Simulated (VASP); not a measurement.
Crystal: SiC (Moissanite 6H).

```
Si C
1.0
     3.09500    0.00000    0.00000
    -1.54750    2.68035    0.00000
     0.00000    0.00000   15.17000
Si C
6 6
Cartesian
  1.5475 0.8934 6.9524
  0.0000 1.7869 14.5374
  1.5475 0.8934 12.0101
  0.0000 1.7869 4.4251
  0.0000 0.0000 9.4812
  0.0000 0.0000 1.8962
  1.5475 0.8934 5.0562
  0.0000 1.7869 12.6412
  1.5475 0.8934 10.1138
  0.0000 1.7869 2.5288
  0.0000 0.0000 7.5850
  0.0000 0.0000 0.0000
```

| Item | Value |
| --- | --- |
| Program | VASP 6.6.1 |
| Task | relaxation of cell and atoms |
| Functional | PBE |
| Dispersion | MBD |
| Potentials or basis | VASP PAW PBE potentials, release 64 (Si, C) |
| Cutoff | 600 eV |
| k mesh | 10 × 10 × 2 |
| Occupations | fermi-dirac, width 0.05 eV |
| Spin | no spin polarisation |

At the start: pressure -3.7 GPa; volume 10.49 Å³/atom.

Problem. How do energy, volume and symmetry change on relaxing?

Solution. Over 10 steps the energy falls by 2.1 meV/atom and the volume is 10.31 Å³/atom (-1.7 %); space group P6_3mc (No. 186, to 0.05 Å).

The path:
```
step  energy change (eV)  largest force (eV/Å)  pressure (GPa)  volume (Å³)
   1              0.0000                0.1402           -3.70       125.85
   2              0.0047                0.1137            4.08       121.48
   3             -0.0252                0.0286           -0.15       123.76
   4             -0.0252                0.0291            0.00       123.68
   5             -0.0252                0.0307            0.07       123.63
   6             -0.0253                0.0133            0.09       123.62
   7             -0.0253                0.0150            0.09       123.62
   8             -0.0253                0.0090           -0.07       123.72
   9             -0.0254                0.0038           -0.04       123.70
  10             -0.0253                0.0015            0.00       123.67
```

Final structure:
```
Si C
1.0
     3.07596    0.00000    0.00000
    -1.53798    2.66386    0.00000
     0.00000    0.00000   15.09340
Si C
6 6
Direct
  0.66667 0.33333 0.45830
  0.33333 0.66667 0.95830
  0.66667 0.33333 0.79181
  0.33333 0.66667 0.29181
  0.00000 0.00000 0.62503
  0.00000 0.00000 0.12503
  0.66667 0.33333 0.33331
  0.33333 0.66667 0.83331
  0.66667 0.33333 0.66685
  0.33333 0.66667 0.16685
  0.00000 0.00000 0.49970
  0.00000 0.00000 0.99970
```
